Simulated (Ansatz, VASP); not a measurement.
One calculation of Na, two programs

```
Na
1.0
    -1.81025    1.81025    2.54208
     1.81025   -1.81025    2.54208
     1.81025    1.81025   -2.54208
Na
1
Direct
  0.00000 0.00000 0.00000
```

This isn't the form of Na at room conditions, which is bcc.

Alike in both runs: task single point; functional LDA; k mesh 18 × 18 × 18; occupations gaussian, width 0.15 eV; no spin polarisation.

|  | VASP | Ansatz |
| --- | --- | --- |
| version | VASP 6.6.1 | Ansatz 0.2.0 |
| potentials or method | VASP PAW LDA potentials, release 64 (Na_pv) | scalar-relativistic, plane waves, PAW |
| plane-wave cutoff (eV) | 520 | 520 |
| valence electrons in the cell | 7 | 9 |

```tsv
	VASP	Ansatz	Ansatz less VASP
gap on the k mesh at the Fermi level (eV)	none	none	-
pressure (GPa)	-0.1	0.0	+0.14
```

A gap of «none» marks a metal or a gap that the smearing closes. The two sets of potentials don't hold the same shells in valence.
